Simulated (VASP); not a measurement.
# SiC (Moissanite) (P6_3mc) in VASP: further runs

The runs below take SiC (Moissanite) through evGW0 quasiparticle levels, G0W0 quasiparticle levels, QSGW0 quasiparticle levels, band structure, with PBE, PW91+D4.

Program: VASP 6.6.1. These are calculated values, not measurements. Logs are shortened: lines on timing, memory, paths and dates and some standing lists are left out, and cuts for length are marked.

## Step 1: Starting point

Symmetry: P6_3mc, No. 186, hexagonal system. Conventional cell: a = 3.076 Å, b = 3.076 Å, c = 5.048 Å, α = 90.00°, β = 90.00°, γ = 120.00°. Si (site symmetry 3m) has 4 C at 1.87 to 1.94 Å as nearest neighbours. Around C (site symmetry 3m) lie 4 Si at 1.87 to 1.94 Å.

## Step 2: EvGW0 quasiparticle levels, PBE

File POSCAR:

```
SiC
1.0
    3.0760000000      0.0000000000      0.0000000000
   -1.5380000000      2.6638941420      0.0000000000
    0.0000000000      0.0000000000      5.0480000000
Si C
2 2
Direct
    0.6666666667      0.3333333333      0.5000000000
    0.3333333333      0.6666666667      0.0000000000
    0.6666666667      0.3333333333      0.8850000000
    0.3333333333      0.6666666667      0.3850000000
```

File INCAR.step1:

```
ALGO = Fast ; EDIFF = 1E-8
ENCUT = 500 ; GGA = PE
ISMEAR = 0 ; LASPH = T
LCHARG = F ; LREAL = F
LWAVE = T ; NELM = 60
PREC = Accurate ; SIGMA = 0.01
```

File INCAR.step2:

```
ALGO = Exact ; EDIFF = 1E-8
ENCUT = 500 ; GGA = PE
ISMEAR = 0 ; ISTART = 1
LASPH = T ; LCHARG = F
LOPTICS = T ; LREAL = F
LWAVE = T ; NBANDS = 80
NELM = 1 ; PREC = Accurate
SIGMA = 0.01
```

File INCAR.step3:

```
ALGO = EVGW0 ; EDIFF = 1E-8
ENCUT = 500 ; ENCUTGW = 120
GGA = PE ; ISMEAR = 0
ISTART = 1 ; LASPH = T
LCHARG = F ; LREAL = F
LWAVE = F ; NBANDS = 80
NBANDSGW = 16 ; NELMGW = 4
NOMEGA = 48 ; PREC = Accurate
PRECFOCK = Fast ; SIGMA = 0.01
```

File KPOINTS:

```
k-points
0
Gamma
  4 4 2
```

Potentials or basis: VASP PAW PBE potentials, release 64 (Si_GW, C_GW).

Started as:

```sh
$ cat potpaw_PBE.64/Si_GW/POTCAR potpaw_PBE.64/C_GW/POTCAR > POTCAR
$ cp INCAR.step1 INCAR
$ mpirun -np 1 vasp_std > vasp.out
$ cp INCAR.step2 INCAR
$ mpirun -np 1 vasp_std > vasp.out
$ cp INCAR.step3 INCAR
$ mpirun -np 1 vasp_std > vasp.out
```

OUTCAR:

```text
EDIFF = 1E-8
   ENCUT = 500
   ENCUTGW = 120
   GGA = PE
   ISMEAR = 0
   ISTART = 1
   LASPH = T
   LREAL = F
   NELMGW = 4
   PREC = Accurate
   PRECFOCK = Fast

 ion  position               nearest neighbor table
   1  0.667  0.333  0.500-   4 1.87   4 1.87   4 1.87   3 1.94   2 3.09   2 3.09   2 3.09   2 3.09
                             2 3.09   2 3.09
   2  0.333  0.667  0.000-   3 1.87   3 1.87   3 1.87   4 1.94   1 3.09   1 3.09   1 3.09   1 3.09
                             1 3.09   1 3.09
   3  0.667  0.333  0.885-   2 1.87   2 1.87   2 1.87   1 1.94
   4  0.333  0.667  0.385-   1 1.87   1 1.87   1 1.87   2 1.94

  LATTYP: Found a hexagonal cell.
 ALAT       =     3.0760000000
 C/A-ratio  =     1.6410923277

  Lattice vectors:

 A1 = (   3.0760000000,   0.0000000000,   0.0000000000)
 A2 = (  -1.5380000000,   2.6638941420,   0.0000000000)
 A3 = (   0.0000000000,   0.0000000000,   5.0480000000)

Analysis of symmetry for initial positions (statically):
=====================================================================
 Subroutine PRICEL returns:
 Original cell was already a primitive cell.

 Routine SETGRP: Setting up the symmetry group for a
 hexagonal supercell.

 Subroutine GETGRP returns: Found 12 space group operations
 (whereof  6 operations were pure point group operations)
 out of a pool of 24 trial point group operations.

The static configuration has the point symmetry C_3v.
 The point group associated with its full space group is C_6v.

Analysis of symmetry for dynamics (positions and initial velocities):
=====================================================================
 Subroutine PRICEL returns:
 Original cell was already a primitive cell.

 Routine SETGRP: Setting up the symmetry group for a
 hexagonal supercell.

 Subroutine GETGRP returns: Found 12 space group operations
 (whereof  6 operations were pure point group operations)
 out of a pool of 24 trial point group operations.

The dynamic configuration has the point symmetry C_3v.
 The point group associated with its full space group is C_6v.

 Subroutine INISYM returns: Found 12 space group operations
 (whereof  6 operations are pure point group operations),
 and found     1 'primitive' translations

----------------------------------------------------------------------------------------

[... 61 lines left out ...]
   k-points           NKPTS =      8   k-points in BZ     NKDIM =     32   number of bands    NBANDS=     80
   number of dos      NEDOS =    301   number of ions     NIONS =      4
   total plane-waves  NPLWV =  23040
   dimension x,y,z NGX =    24 NGY =   24 NGZ =   40
   dimension x,y,z NGXF=    48 NGYF=   48 NGZF=   80
   ions per type =               2   2
   NGX,Y,Z   is equivalent  to a cutoff of  12.97, 12.97, 13.17 a.u.
   NGXF,Y,Z  is equivalent  to a cutoff of  25.94, 25.94, 26.35 a.u.
 SYSTEM =  unknown system
   PREC   = accura    normal or accurate (medium, high low for compatibility)
   ISTART =      1    job   : 0-new  1-cont  2-samecut
   ICHARG =      0    charge: 1-file 2-atom 10-const
   ISPIN  =      1    spin polarized calculation?
   LNONCOLLINEAR =      F non collinear calculations
   LSORBIT =      F    spin-orbit coupling
   LASPH  =      T    aspherical Exc in radial PAW
   ENCUT  =  500.0 eV  36.75 Ry    6.06 a.u.   5.61  5.61  9.20*2*pi/ulx,y,z
   NELM   =     60;   NELMIN=  2; NELMDL=  0     # of ELM steps
   EDIFF  = 0.1E-07   stopping-criterion for ELM
   LREAL  =      F    real-space projection
   EDIFFG = 0.1E-06   stopping-criterion for IOM
   NSW    =      0    number of steps for IOM
   IBRION =     -1    ionic relax: 0-MD 1-quasi-New 2-CG
   NFREE  =      0    steps in history (QN), initial steepest desc. (CG)
   ISIF   =      0    stress and relaxation
   ISYM   =      3    0-nonsym 1-usesym 2-fastsym
   POTIM  = 0.5000    time-step for ionic-motion
   TEBEG  =    0.0;   TEEND  =   0.0 temperature during run
   PSTRESS=    0.0 pullay stress
   NELECT =      16.0000    total number of electrons
   NUPDOWN=      -1.0000    fix difference up-down
   EMIN   =  10.00;   EMAX   =-10.00  energy-range for DOS
   EFERMI =   0.00;   METHOD = LEGACY
   ISMEAR =     0;   SIGMA  =   0.01  broadening in eV -4-tet -1-fermi 0-gaus
   EFERMI_NEDOS =   21; number of points for ismear=-14 and -15
   IALGO  =     38    algorithm
   IMIX   =      4    mixing-type and parameters
     AMIX     =   0.40;   BMIX     =  1.00
     AMIX_MAG =   1.60;   BMIX_MAG =  1.00
  volume/ion in A,a.u.               =      10.34        69.78
  Fermi-wavevector in a.u.,A,eV,Ry     =   1.192817  2.254098 19.358549  1.422813
  Thomas-Fermi vector in A             =   2.328847
   LORBIT       =      0    0 simple, 1 ext, 2 COOP (PROOUT), +10 PAW based schemes
   GGA     = PE    functional components
   LHFCALC =     T    Hartree Fock is set to
   PRECFOCK=fast      Normal, Fast or Accurate (Low or Medium for compatibility)
   ENCUT4O =  -1.0   cutoff for four orbital integrals eV
   NKREDX  =     1    reduce k-point grid by
   NKREDY  =     1    reduce k-point grid by
   NKREDZ  =     1    reduce k-point grid by
   AEXX    =    1.0000 exact exchange contribution
   HFSCREEN=    0.0000 screening length (either q_TF or 0.3 A-1)
   HFSCREENC=   0.0000 screening length for correlation (either q_TF or 0.3 A-1)
   ENCUTFOCK=  -1.0 apply spherical cutoff to Coloumb kernel
   IVDW    =     0    specifies the selected vdW correction
   LEPSILON=     F    determine dielectric tensor
   LRPA    =     F    only Hartree local field effects (RPA)
   LRPAFORCE           =     F    calculate RPA forces
   ENCUTGW             = 120.0    cutoff for response function in eV
   ENCUTGWSOFT         =  96.0    soft cutoff for Coulomb kernel in GW response function in eV
   ENCUTLF             =  -1.0    cutoff for local field effects
   NELMGW              =     4    number of iterations in solving QP/BSE equation
   NELMHF              =     1    number of iterations in the inner HF iteration
   NKREDLFX            =     1    NKREDLFY  =   1   NKREDLFZ  =   1
 non-spin polarized calculation
 Gauss-broadening in eV      SIGMA  =   0.01
  energy-cutoff  :      500.00
  volume of cell :       41.36
 maximum number of plane-waves:      1099
 NGX is ok and might be reduce to    24
  NGX = 14; NGY = 14; NGZ = 24
   NGX = 11   NGY = 11   NGZ = 19
 maximum number of plane-waves:       135
 NGX is ok and might be reduce to    14

 QP shifts <psi_nk| G(iteration)W_0 |psi_nk>: iteration 1
 for sc-GW calculations column KS-energies equals QP-energies in previous step
 and V_xc(KS)=  KS-energies - (<T + V_ion + V_H > + <T+V_H+V_ion>^1  + <V_x>^1)

 k-point   1 :       0.0000    0.0000    0.0000
  band No.  KS-energies  QP-energies   sigma(KS)   V_xc(KS)     V^pw_x(r,r')   Z            occupation Imag(sigma)

      1      -7.6417      -8.5574     -14.0208     -12.7511     -21.7146       0.7212       2.0000       1.4145
      2      -4.1355      -4.8926     -14.8268     -13.7898     -21.7297       0.7301       2.0000       0.9385
      3      -0.6141      -1.3712     -12.9899     -11.9606     -17.7730       0.7356       2.0000       0.4031
      4       6.5391       6.1051     -14.9728     -14.4188     -17.7247       0.7835       2.0000       0.0811
      5       6.5391       6.1051     -14.9728     -14.4188     -17.7247       0.7835       2.0000       0.0811
      6       7.8245       7.5421     -15.2930     -14.9345     -17.7318       0.7875       2.0000       0.0706
[... 621 lines left out ...]
      2      -4.6106      -4.6181     -14.6769      10.0561     -21.4255       0.7357       2.0000       0.8964
      3      -0.0906      -0.0955     -13.8750      13.7777     -18.4176       0.7408       2.0000       0.3103
      4      -0.0906      -0.0955     -13.8750      13.7777     -18.4176       0.7408       2.0000       0.3103
      5       2.4603       2.4568     -13.4650      15.9207     -16.8165       0.7630       2.0000       0.1459
      6       2.4603       2.4568     -13.4650      15.9207     -16.8165       0.7630       2.0000       0.1459
[... 8 lines left out ...]
     15      19.0853      19.0873     -10.6152      29.7030      -5.0886       0.7822       0.0000      -0.2078
     16      19.0853      19.0873     -10.6152      29.7030      -5.0886       0.7822       0.0000      -0.2078
```

OUTCAR.step1:

```text
EDIFF = 1E-8
   ENCUT = 500
   GGA = PE
   ISMEAR = 0
[... 337 lines left out ...]
      1.53800      0.88796      2.52400         0.000000      0.000000      0.686836
     -0.00000      1.77593      0.00000        -0.000000      0.000000      0.686836
      1.53800      0.88796      4.46748         0.000000      0.000000     -0.686836
     -0.00000      1.77593      1.94348        -0.000000      0.000000     -0.686836
 -----------------------------------------------------------------------------------
    total drift:                               -0.000000      0.000000     -0.000226

  FREE ENERGIE OF THE ION-ELECTRON SYSTEM (eV)
  ---------------------------------------------------
  free  energy   TOTEN  =       -29.9434745764 eV

  energy  without entropy=      -29.9434745764  energy(sigma->0) =      -29.94347458
```

OUTCAR.step2:

```text
EDIFF = 1E-8
   ENCUT = 500
   GGA = PE
   ISMEAR = 0
[... 735 lines left out ...]
  --------------------------------------------------------------------------------------------------------------
     0.00000     8.82115     8.82115     7.32750     0.00000     0.00000     0.00000
     1.04676     9.00588     9.00588     7.46292     0.00000     0.00000     0.00000
     2.09351     9.63126     9.63126     7.91825     0.00000     0.00000     0.00000
     3.14027    10.96657    10.96657     8.87693     0.00000     0.00000     0.00000
     4.18703    13.94085    13.94085    10.98240     0.00000    -0.00000    -0.00000
     5.23378    24.34431    24.34431    19.14163     0.00000    -0.00000    -0.00000
[... 92 lines left out ...]
   102.58215     0.94519     0.94519     0.94991    -0.00000    -0.00000    -0.00000
   103.62891     0.94637     0.94637     0.95100    -0.00000    -0.00000    -0.00000
```

Run time: 3.2 min. Hardware: 1 thread of Intel Xeon Platinum 8488C (Sapphire Rapids), shared host; peak memory 0.41 GiB.

What came out:

```
Band gap on the k mesh, mean-field level : 2.57 eV, indirect (least direct gap 4.05 eV)
Quasiparticle gap                        : 3.43 eV
Least direct quasiparticle gap           : 5.12 eV
```

Quasiparticle gap after each update of the energies (eV): 3.30, 3.41, 3.42, 3.43

Caveat: the k mesh is coarse (spacing up to 0.62 Å⁻¹), so the values aren't converged; bands, screening cutoff and mesh are small and nothing is extrapolated, so the quasiparticle values aren't converged. A k mesh can miss the band edges.

(Continued in part 2 of 3.)
